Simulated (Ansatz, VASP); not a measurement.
One calculation of Pb, two programs

The input INCAR:

```
SYSTEM = Pb
PREC = Accurate ; ENCUT = 520
EDIFF = 1E-6 ; ISMEAR = -1
SIGMA = 0.05 ; LREAL = .FALSE.
LASPH = .TRUE. ; NELM = 60
ALGO = Normal ; ISIF = 2
LWAVE = .FALSE. ; LCHARG = .FALSE.
GGA = PE ; NBANDS = 21
```

File KPOINTS:

```
regular mesh
0
G
  9 9 5
  0 0 0
```

File POSCAR:

```
Pb
1.0
    3.4566435916      0.0000000000      0.0000000000
   -1.7283217958      2.9935411621      0.0000000000
    0.0000000000      0.0000000000      5.5524820910
Pb
2
Direct
    0.6666666667      0.3333333333      0.7500000000
    0.3333333333      0.6666666667      0.2500000000
```

input.yaml

```yaml
crystal:
  lattice:
    - [3.4566435916, 0.0, 0.0]
    - [-1.7283217958, 2.9935411621, 0.0]
    - [0.0, 0.0, 5.552482091]
  atoms:
    - { symbol: Pb, position: [0.6666666667, 0.3333333333, 0.75] }
    - { symbol: Pb, position: [0.3333333333, 0.6666666667, 0.25] }
hamiltonian:
  xc: pbe
  pseudopotentials: { kind: paw }
kpoints:
  mp_grid: { grid: [9, 9, 5] }
scf:
  occupations: { method: fermi_dirac, width: 0.05 }
output:
  forces: true
  stress: true
  eigenvalues: true
```

This isn't the form of Pb at room conditions, which is fcc.

Alike in both runs: task single point; functional PBE; k mesh 9 × 9 × 5; occupations fermi-dirac, width 0.05 eV; no spin polarisation.

|  | VASP | Ansatz |
| --- | --- | --- |
| version | VASP 6.6.1 | Ansatz 0.2.0 |
| potentials or method | VASP PAW PBE potentials, release 64 (Pb_d) | Ansatz PAW |
| plane-wave cutoff (eV) | 520 | 420 |
| valence electrons in the cell | 28 | 28 |

|  | VASP | Ansatz | Ansatz less VASP |
| --- | --- | --- | --- |
| gap on the k mesh at the Fermi level (eV) | none | none | - |
| pressure (GPa) | 5.3 | 5.3 | +0.07 |
| largest component of the traceless stress (GPa) | 2.87 | 2.88 | +0.009 |

A gap of «none» marks a metal or a gap that the smearing closes.

Spin-orbit coupling is left out, which matters for the levels of Pb.
